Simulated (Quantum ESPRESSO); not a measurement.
## In in Quantum ESPRESSO: the effect of dispersion

Crystal: In.

```
In
1.0
    -1.88253    1.88253    1.88253
     1.88253   -1.88253    1.88253
     1.88253    1.88253   -1.88253
In
1
Direct
  0.00000 0.00000 0.00000
```

This isn't the form of In at room conditions, which is tetragonal.

Alike in all runs:

| Item | Value |
| --- | --- |
| Program | Quantum ESPRESSO 7.5 |
| Task | phonons |
| Potentials or basis | GBRV 1.5 PBE |
| Cutoff | 762 eV |
| Density cutoff | 6095 eV |
| k mesh | 10 × 10 × 10 |
| Occupations | cold, width 0.2 eV |
| Spin | no spin polarisation |

Each run relaxes the cell or the atoms first.

```tsv
dispersion	functional	relaxed volume (Å³/atom)	highest phonon frequency (cm⁻¹)
none	PBE	27.71	109
D2	PBE	?	?
rVV10	rPW86PBE	28.39	108
rev-vdW-DF2	rev-vdW-DF2	27.06	114
```

Q: What does the run with dispersion D2 give?

A: Relaxed volume 27.21 Å³/atom; highest phonon frequency 138 cm⁻¹.

Caveats: some modes are imaginary (some runs); pairwise dispersion overbinds metals, which lowers pressure and volume (some runs); the potentials were made for another functional, which shifts forces and pressure (some runs).
